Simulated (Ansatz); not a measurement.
GaAs: In on a Ga site

Level of theory: PBEsol, no spin polarisation, scalar-relativistic; Ansatz, plane waves to 420 eV (PAW set soft_2), k-mesh 2×2×2 shifted by half a step.

The relaxed host crystal (Kohn–Sham gap 0.43 eV):

```cif
data_structure
_symmetry_space_group_name_H-M 'P 1'
_symmetry_Int_Tables_number 1
_cell_length_a 4.0007
_cell_length_b 4.0007
_cell_length_c 4.0007
_cell_angle_alpha 60.000
_cell_angle_beta 60.000
_cell_angle_gamma 60.000
_cell_volume 45.28
loop_
_atom_site_label
_atom_site_type_symbol
_atom_site_fract_x
_atom_site_fract_y
_atom_site_fract_z
_atom_site_occupancy
Ga1 Ga 0.00000 0.00000 0.00000 1
As1 As 0.25000 0.25000 0.25000 1
```

Supercell of 32 atoms, rows of the matrix [[-1,3,-1],[-1,-1,-1],[-1,-1,3]] times the cell vectors; In on a Ga site at (0.000, 0.000, 0.000) in fractions of the cell above. Atoms are relaxed at the host's cell.

Distances from the In atom (Å), by shell of the perfect crystal:

```
shell  perfect crystal  relaxed, charge 0
 4 As             2.45               2.58
```

```
charge  gap of the cell on the mesh (eV)           carriers
     0                              1.96  none in the bands
```

On this mesh the host's own supercell has a gap of 2.03 eV.

Formation energy of the neutral defect: 0.40 eV, taking atoms from and to the elements' standard states (no corrections for gases), so it belongs to those chemical potentials alone.

Caveats: semilocal functionals make gaps too small, which shifts levels too; small supercell, so energies and levels can be off by tenths of an eV; the atoms kept the symmetry of the start, so a distorted state could lie lower.

Indium pushes its four As neighbours outward, from 2.45 to 2.58 Å, because its covalent radius is larger than that of gallium. The new length lies close to the In–As bond of bulk InAs but stays slightly below it, as the surrounding GaAs lattice resists full expansion. Indium and gallium share the same group and valence, so the substitution leaves the bond electron count unchanged and the neutral cell has no carriers.

The small drop in the mesh gap, from 2.03 to 1.96 eV, has the direction expected on alloying with InAs, but it doesn't measure the narrowing of the direct gap: the shifted mesh misses the zone centre, where both band edges of GaAs lie.

The positive formation energy of 0.40 eV probably combines local strain with the weaker cohesion of In–As bonds. Being referred to elemental indium and gallium, it is not a mixing energy with InAs and doesn't contradict the known miscibility of the two arsenides at growth temperatures.
